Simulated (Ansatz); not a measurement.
The system is Fe.

```
Fe
1.0
    -1.44300    1.44300    1.44300
     1.44300   -1.44300    1.44300
     1.44300    1.44300   -1.44300
Fe
1
Direct
  0.00000 0.00000 0.00000
```

| Quantity | Value |
| --- | --- |
| Program | Ansatz 0.2.0 |
| Task | phonons |
| Functional | PBE-PBEsol |
| Potentials or basis | all-electron PAW datasets made for the crystal |
| Cutoff | 300 eV (chosen from the basis error) |
| k mesh | 14 × 14 × 14 |
| Occupations | fermi-dirac, width 0.15 eV |
| Spin | collinear spin, ferromagnetic start |
| Starting moments | [3.0] μB |
| Supercell | yes |
| Phonon path | ["G", "H", "N", "G", "P", "H"] |

Problem. Is this structure dynamically stable at this level, and how far does the spectrum reach?

Solution. Yes, as far as this q mesh shows: no mode on the path is imaginary. The highest frequency is 274 cm⁻¹.

A q mesh this small can miss soft modes between its points.

Caveat: a metal's response needs a denser mesh.
